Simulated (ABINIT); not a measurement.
A run of ABINIT 10.8.3 (patched build) is set up as follows.

The input run.abi:

```
# Datasets
ndtset 2

# Pseudopotentials
pp_dirpath "./"
pseudos "W.upf"

# Structure
acell 3*1.0
rprim
    -3.0076930510     3.0076930510     3.0076930510
     3.0076930510    -3.0076930510     3.0076930510
     3.0076930510     3.0076930510    -3.0076930510
ntypat 1
znucl 74
natom 1
typat 1
chkprim 0
chksymtnons 0
tolsym 1.0e-6
xred
            0.0            0.0            0.0

# Plane-wave basis
ecut 37.0
ecutsm 0.5

# k points
ngkpt 14 14 14
nshiftk 1
shiftk 0.0 0.0 0.0

# Exchange and correlation
ixc 11

# Bands and occupations
nband 15
occopt 7
tsmear 0.2 eV

# SCF cycle
nstep 80

# Output
prteig 0
prtebands 0
prtwf 0
prtden 0
prtpot 0

# Dataset 1: ground state
kptopt1 1
tolvrs1 1.0e-15
prtwf1 1
tolwfr1 1.0e-14
nbdbuf1 4
nline1 6

# Dataset 2: atomic displacements at q = 0.0 0.0 0.5
rfphon2 1
rfatpol2 1 1
rfdir2 1 1 1
getwfk2 1
kptopt2 3
nqpt2 1
qpt2 0.0 0.0 1/2
tolvrs2 1.0e-9
```

Potentials or basis: PseudoDojo NC SR PBE v0.4.1 standard.

Command:

```bash
$ mpirun --bind-to none -np 4 abinit run.abi > log 2>&1
```

Question: What does it give for the highest phonon frequency at the q point run?

Answer: 215 cm⁻¹.

Question: What does it give for the band gap on the k mesh?

Answer: None (metal or under the smearing width).

Phonon frequencies in cm⁻¹ (negative: imaginary):
```csv
q point,frequencies
"(0.000, 0.000, 0.500)",112 143 215
```

The run has no spin-orbit coupling, so splittings on W are missing.
